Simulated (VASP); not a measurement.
# ZnS (F-43m) in VASP: further runs, part 2 of 2

VASP 6.6.1.

### Step 4. Band structure, vdW-DF2, non-collinear spin, program default start

File run.py:

```python
from ase.calculators.vasp import Vasp
from ase.dft.bandgap import bandgap
from ase.spacegroup import crystal

atoms = crystal(
    ['Zn', 'S'],
    basis=[[0.25, 0.25, 0.25], [0.0, 0.0, 0.0]],
    spacegroup=216,
    setting=1,
    cellpar=[5.404, 5.404, 5.404, 90.0, 90.0, 90.0],
    primitive_cell=True,
)
calc = Vasp(
    directory='calc',
    xc='vdw-df2',
    pp='PBE',
    setups={'base': 'minimal', 'Zn': '_GW', 'S': '_GW'},
    prec='Accurate',
    encut=550,
    ediff=1e-06,
    ismear=0,
    sigma=0.01,
    lreal=False,
    lasph=True,
    nelm=80,
    algo='Normal',
    isif=2,
    lwave=False,
    lcharg=True,
    lnoncollinear=True,
    lorbit=11,
    kpts=[7, 7, 7],
    gamma=True,
    nbands=30,
)
atoms.calc = calc

print('energy (eV):', atoms.get_potential_energy())
print('free energy (eV):', atoms.get_potential_energy(force_consistent=True))
efermi = calc.get_fermi_level()
print('Fermi level (eV):', efermi)
path = atoms.cell.bandpath(npoints=40, eps=1e-4)
print('path:', path.path)
calc.set(kpts=path.kpts, reciprocal=True, icharg=11, isym=0, lcharg=False)
calc.calculate(atoms)
print('gap on the path (eV):', bandgap(calc, efermi=efermi)[0])
print('direct gap on the path (eV):', bandgap(calc, efermi=efermi, direct=True)[0])
```

Potentials or basis: VASP PAW PBE potentials, release 64 (Zn_GW, S_GW).

Command:

```console
> python run.py
```

It took 7.2 min on 1 thread of Intel Xeon Platinum 8488C (Sapphire Rapids), shared host; peak memory 0.54 GiB.

Results (log left out):

- Band gap along the path: 1.98 eV, direct
- Net moment: 0.00 μB per cell

Levels at the corners of the path, in eV from the Fermi level:
```csv
point,band 15,band 16,band 17,band 18,band 19,band 20,band 21,band 22
Γ,-0.11,-0.11,-0.11,-0.11,1.87,1.87,6.35,6.35
X,-2.27,-2.27,-2.27,-2.27,3.41,3.41,3.96,3.96
W,-2.78,-2.78,-2.77,-2.77,5.67,5.67,5.81,5.81
K,-3.15,-3.15,-1.87,-1.87,4.08,4.08,5.83,5.83
Γ,-0.11,-0.11,-0.11,-0.11,1.87,1.87,6.35,6.35
L,-0.95,-0.95,-0.95,-0.95,3.14,3.14,6.89,6.89
U,-3.15,-3.15,-1.87,-1.87,4.08,4.08,5.83,5.83
W,-2.78,-2.78,-2.77,-2.77,5.67,5.67,5.81,5.81
L,-0.95,-0.95,-0.95,-0.95,3.14,3.14,6.89,6.89
K,-3.15,-3.15,-1.87,-1.87,4.08,4.08,5.83,5.83
U,-3.15,-3.15,-1.87,-1.87,4.08,4.08,5.83,5.83
X,-2.27,-2.27,-2.27,-2.27,3.41,3.41,3.96,3.96
```

Moments on the atoms (μB; x, y, z):
```
Zn  0.00 0.00 0.00
S   0.00 0.00 0.00
```

Caveat: the log is that of the step along the path at fixed density, whose energy, stress, charges and moments have no meaning.

### Step 5. Band structure, PBE

File POSCAR:

```
ZnS
1.0
    0.0000000000      2.7020000000      2.7020000000
    2.7020000000      0.0000000000      2.7020000000
    2.7020000000      2.7020000000      0.0000000000
Zn S
1 1
Direct
    0.7500000000      0.7500000000      0.7500000000
    0.0000000000      0.0000000000      0.0000000000
```

File INCAR.step1:

```
SYSTEM = ZnS
ALGO     = Normal         ! electronic algorithm
EDIFF    = 1E-6           ! SCF threshold, eV
ENCUT    = 900            ! plane-wave cutoff, eV
GGA      = PE             ! functional
ISIF     = 2              ! what is computed and relaxed
ISMEAR   = -1             ! smearing method
LASPH    = .TRUE.         ! aspherical terms in the spheres
LCHARG   = .TRUE.         ! write CHGCAR
LREAL    = .FALSE.        ! projectors in reciprocal space
LWAVE    = .FALSE.        ! write WAVECAR
NBANDS   = 16             ! bands
NELM     = 60             ! most SCF steps
PREC     = Accurate       ! precision mode
SIGMA    = 0.05           ! smearing width, eV
```

File KPOINTS.step1:

```
k-points
0
G
  9 9 9
  0 0 0
```

File INCAR.step2:

```
SYSTEM = ZnS
ALGO     = Normal         ! electronic algorithm
EDIFF    = 1E-6           ! SCF threshold, eV
ENCUT    = 900            ! plane-wave cutoff, eV
GGA      = PE             ! functional
ICHARG   = 11             ! starting density
ISIF     = 2              ! what is computed and relaxed
ISMEAR   = 0              ! smearing method
LASPH    = .TRUE.         ! aspherical terms in the spheres
LCHARG   = .FALSE.        ! write CHGCAR
LREAL    = .FALSE.        ! projectors in reciprocal space
LWAVE    = .FALSE.        ! write WAVECAR
NBANDS   = 16             ! bands
NELM     = 60             ! most SCF steps
PREC     = Accurate       ! precision mode
SIGMA    = 0.05           ! smearing width, eV
```

File KPOINTS.step2:

```
path GXWKGLUWLK,UX
15
line-mode
reciprocal
 0.0000000000  0.0000000000  0.0000000000  G
 0.5000000000  0.0000000000  0.5000000000  X

 0.5000000000  0.0000000000  0.5000000000  X
 0.5000000000  0.2500000000  0.7500000000  W

 0.5000000000  0.2500000000  0.7500000000  W
 0.3750000000  0.3750000000  0.7500000000  K

 0.3750000000  0.3750000000  0.7500000000  K
 0.0000000000  0.0000000000  0.0000000000  G

 0.0000000000  0.0000000000  0.0000000000  G
 0.5000000000  0.5000000000  0.5000000000  L

 0.5000000000  0.5000000000  0.5000000000  L
 0.6250000000  0.2500000000  0.6250000000  U

 0.6250000000  0.2500000000  0.6250000000  U
 0.5000000000  0.2500000000  0.7500000000  W

 0.5000000000  0.2500000000  0.7500000000  W
 0.5000000000  0.5000000000  0.5000000000  L

 0.5000000000  0.5000000000  0.5000000000  L
 0.3750000000  0.3750000000  0.7500000000  K

 0.6250000000  0.2500000000  0.6250000000  U
 0.5000000000  0.0000000000  0.5000000000  X
```

Potentials or basis: VASP PAW PBE potentials, release 64 (Zn, S_h).

Command:

```console
> cat potpaw_PBE.64/Zn/POTCAR potpaw_PBE.64/S_h/POTCAR > POTCAR
> cp INCAR.step1 INCAR
> cp KPOINTS.step1 KPOINTS
> mpirun -np 1 vasp_std > vasp.out
> cp INCAR.step2 INCAR
> cp KPOINTS.step2 KPOINTS
> mpirun -np 1 vasp_std > vasp.out
```

Run time: 2.4 min. Hardware: 1 thread of Intel Xeon Platinum 8375C at 2.90GHz (Ice Lake), shared host; peak memory 0.37 GiB.

The run converged. Its results:

| Item | Value |
| --- | --- |
| Band gap on the k mesh | 2.11 eV, direct |
| Band gap along the path | 2.11 eV, direct |

Levels at the corners of the path, in eV from the valence-band top:
| point | band 7 | band 8 | band 9 | band 10 | band 11 | band 12 |
| --- | --- | --- | --- | --- | --- | --- |
| Γ | 0.00 | 0.00 | 0.00 | 2.11 | 6.38 | 6.38 |
| X | -4.56 | -2.22 | -2.22 | 3.40 | 4.07 | 10.98 |
| X | -4.56 | -2.22 | -2.22 | 3.40 | 4.07 | 10.98 |
| W | -4.59 | -2.75 | -2.71 | 5.70 | 6.03 | 7.87 |
| W | -4.59 | -2.75 | -2.71 | 5.70 | 6.03 | 7.87 |
| K | -4.62 | -3.11 | -1.80 | 4.13 | 5.96 | 9.38 |
| K | -4.62 | -3.11 | -1.80 | 4.13 | 5.96 | 9.38 |
| Γ | 0.00 | 0.00 | 0.00 | 2.11 | 6.38 | 6.38 |
| Γ | 0.00 | 0.00 | 0.00 | 2.11 | 6.38 | 6.38 |
| L | -5.29 | -0.87 | -0.87 | 3.31 | 6.91 | 6.91 |
| L | -5.29 | -0.87 | -0.87 | 3.31 | 6.91 | 6.91 |
| U | -4.62 | -3.11 | -1.80 | 4.13 | 5.96 | 9.38 |
| U | -4.62 | -3.11 | -1.80 | 4.13 | 5.96 | 9.38 |
| W | -4.59 | -2.75 | -2.71 | 5.70 | 6.03 | 7.87 |
| W | -4.59 | -2.75 | -2.71 | 5.70 | 6.03 | 7.87 |
| L | -5.29 | -0.87 | -0.87 | 3.31 | 6.91 | 6.91 |
| L | -5.29 | -0.87 | -0.87 | 3.31 | 6.91 | 6.91 |
| K | -4.62 | -3.11 | -1.80 | 4.13 | 5.96 | 9.38 |
| U | -4.62 | -3.11 | -1.80 | 4.13 | 5.96 | 9.38 |
| X | -4.56 | -2.22 | -2.22 | 3.40 | 4.07 | 10.98 |

Caveat: the log is that of the step along the path at fixed density, whose energy, stress, charges and moments have no meaning.

### Step 6. Band structure, PBE

POSCAR is that of step 5.

INCAR.step1: that of step 5 with these lines changed.

```diff
@@ -1,5 +1,5 @@
 SYSTEM = ZnS
-ALGO     = Normal         ! electronic algorithm
-EDIFF    = 1E-6           ! SCF threshold, eV
-ENCUT    = 900            ! plane-wave cutoff, eV
+ALGO     = Fast           ! electronic algorithm
+EDIFF    = 1E-7           ! SCF threshold, eV
+ENCUT    = 520            ! plane-wave cutoff, eV
 GGA      = PE             ! functional
@@ -11,3 +11,2 @@
 LWAVE    = .FALSE.        ! write WAVECAR
-NBANDS   = 16             ! bands
 NELM     = 60             ! most SCF steps
```

KPOINTS.step1 is that of step 5.

INCAR.step2: that of step 5 with these lines changed.

```diff
@@ -1,5 +1,5 @@
 SYSTEM = ZnS
-ALGO     = Normal         ! electronic algorithm
-EDIFF    = 1E-6           ! SCF threshold, eV
-ENCUT    = 900            ! plane-wave cutoff, eV
+ALGO     = Fast           ! electronic algorithm
+EDIFF    = 1E-7           ! SCF threshold, eV
+ENCUT    = 520            ! plane-wave cutoff, eV
 GGA      = PE             ! functional
@@ -12,3 +12,2 @@
 LWAVE    = .FALSE.        ! write WAVECAR
-NBANDS   = 16             ! bands
 NELM     = 60             ! most SCF steps
```

KPOINTS.step2 is that of step 5.

Potentials or basis: VASP PAW PBE potentials, release 54 (Zn, S).

Command:

```console
> cat potpaw_PBE.54/Zn/POTCAR potpaw_PBE.54/S/POTCAR > POTCAR
> cp INCAR.step1 INCAR
> cp KPOINTS.step1 KPOINTS
> mpirun -np 1 vasp_std > vasp.out
> cp INCAR.step2 INCAR
> cp KPOINTS.step2 KPOINTS
> mpirun -np 1 vasp_std > vasp.out
```

Wall time 56 s (1 thread of Intel Xeon Platinum 8375C at 2.90GHz (Ice Lake), shared host); peak memory 0.2 GiB.

It converged, with:

- Band gap on the k mesh: 2.11 eV, direct
- Band gap along the path: 2.11 eV, direct

Levels at the corners of the path, in eV from the valence-band top:
```csv
point,band 6,band 7,band 8,band 9,band 10,band 11,band 12,band 13
Γ,-5.84,0.00,0.00,0.00,2.11,6.40,6.40,6.40
X,-5.62,-4.56,-2.22,-2.22,3.41,4.08,10.98,11.97
X,-5.62,-4.56,-2.22,-2.22,3.41,4.08,10.98,11.97
W,-5.44,-4.59,-2.75,-2.71,5.71,6.04,7.88,8.24
W,-5.44,-4.59,-2.75,-2.71,5.71,6.04,7.88,8.24
K,-5.49,-4.62,-3.11,-1.80,4.13,5.97,9.40,9.79
K,-5.49,-4.62,-3.11,-1.80,4.13,5.97,9.40,9.79
Γ,-5.84,0.00,0.00,0.00,2.11,6.40,6.40,6.40
Γ,-5.84,0.00,0.00,0.00,2.11,6.40,6.40,6.40
L,-5.64,-5.29,-0.87,-0.87,3.31,6.93,6.93,8.88
L,-5.64,-5.29,-0.87,-0.87,3.31,6.93,6.93,8.88
U,-5.49,-4.62,-3.11,-1.80,4.13,5.97,9.40,9.79
U,-5.49,-4.62,-3.11,-1.80,4.13,5.97,9.40,9.79
W,-5.44,-4.59,-2.75,-2.71,5.71,6.04,7.88,8.24
W,-5.44,-4.59,-2.75,-2.71,5.71,6.04,7.88,8.24
L,-5.64,-5.29,-0.87,-0.87,3.31,6.93,6.93,8.88
L,-5.64,-5.29,-0.87,-0.87,3.31,6.93,6.93,8.88
K,-5.49,-4.62,-3.11,-1.80,4.13,5.97,9.40,9.79
U,-5.49,-4.62,-3.11,-1.80,4.13,5.97,9.40,9.79
X,-5.62,-4.56,-2.22,-2.22,3.41,4.08,10.99,11.97
```

Caveat: the log is that of the step along the path at fixed density, whose energy, stress, charges and moments have no meaning.

### Step 7. Overview

| level | potentials or basis | spin | k mesh | cutoff (eV) | smearing | gap on the mesh (eV) |
| --- | --- | --- | --- | --- | --- | --- |
| vdW-DF2 | VASP PAW PBE potentials, release 64 (Zn_GW, S_GW) | non-collinear, program default start | 7 × 7 × 7 | 550 | gaussian 0.01 eV | - |
| PBE | VASP PAW PBE potentials, release 64 (Zn, S_h) | off | 9 × 9 × 9 | 900 | fermi-dirac 0.05 eV | 2.11 |
| PBE | VASP PAW PBE potentials, release 54 (Zn, S) | off | 9 × 9 × 9 | 520 | fermi-dirac 0.05 eV | 2.11 |

Alike in all rows: task band structure; cell as given.

Total energies depend on the potentials used, so only differences within one code and one set of settings carry meaning.

### Step 8. Comparison with measurements

Step 4. Measured gap of ZnS: 3.85 eV (direct; 19 K; quoted in “Electronic, vibrational, and thermodynamic properties of ZnS (zincblende and rocksalt structure)”, 2009, arxiv:0911.5022). This calculation gives 1.98 eV (-1.87 eV). The value is that of vdW-DF2, without temperature or zero-point motion.

Step 5. Against the measured gap of ZnS, 3.85 eV (direct; 19 K; quoted in “Electronic, vibrational, and thermodynamic properties of ZnS (zincblende and rocksalt structure)”, 2009, arxiv:0911.5022), the calculated 2.11 eV is off by -1.74 eV. The value is that of PBE, without temperature or zero-point motion. Semilocal functionals fall short of measured gaps as a rule.

Step 6. Against the measured gap of ZnS, 3.85 eV (direct; 19 K; quoted in “Electronic, vibrational, and thermodynamic properties of ZnS (zincblende and rocksalt structure)”, 2009, arxiv:0911.5022), the calculated 2.11 eV is off by -1.74 eV. The value is that of PBE, without temperature or zero-point motion. Semilocal functionals fall short of measured gaps as a rule.
